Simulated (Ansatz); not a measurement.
The system is FeO (Wuestite).

```
Fe O
1.0
     0.00000    2.15540    2.15540
     2.15540    0.00000    2.15540
     2.15540    2.15540    0.00000
Fe O
1 1
Cartesian
  0.0000 0.0000 0.0000
  2.1554 2.1554 2.1554
```

| Quantity | Value |
| --- | --- |
| Program | Ansatz 0.2.0 |
| Task | relaxation of cell and atoms |
| Functional | r2SCAN |
| Potentials or basis | Ansatz PAW |
| Cutoff | 500 eV (not typed: the program's choice for these potentials) |
| k mesh | 8 × 8 × 8 |
| Occupations | fermi-dirac, width 0.05 eV |
| Spin | collinear spin, ferromagnetic start |
| Starting moments | [3.0, 0.0] μB |

At the start: volume 10.01 Å³/atom.

Q: Where does the relaxation end?

A: It ends after 5 steps and the volume is 9.70 Å³/atom (-3.2 %); space group Fm-3m (No. 225, to 0.05 Å); moment 4.00 μB per cell.

The path:
```tsv
step	energy change (eV)	largest force (eV/Å)	volume (Å³)
1	0.0000	0.0000	20.03
2	-0.0116	0.0000	19.62
3	-0.0135	0.0000	19.38
4	-0.0135	0.0000	19.40
5	-0.0126	0.0000	19.40
```

Final structure:
```cif
data_structure
_symmetry_space_group_name_H-M 'P 1'
_symmetry_Int_Tables_number 1
_cell_length_a 3.0158
_cell_length_b 3.0158
_cell_length_c 3.0158
_cell_angle_alpha 60.000
_cell_angle_beta 60.000
_cell_angle_gamma 60.000
_cell_volume 19.40
loop_
_atom_site_label
_atom_site_type_symbol
_atom_site_fract_x
_atom_site_fract_y
_atom_site_fract_z
_atom_site_occupancy
Fe1 Fe 0.00000 0.00000 0.00000 1
O1 O 0.50000 0.50000 0.50000 1
```

Caveat: the magnetic or orbital state may not be the lowest; the plane-wave basis is chosen anew once the cell has moved, so the energies of steps on either side of that aren't comparable; a cell with one magnetic atom can't hold antiferromagnetic order, which such compounds often take; the PAW data sets come from PBE, with cores solved anew for the run's functional, which leaves a small shift of forces and pressure.
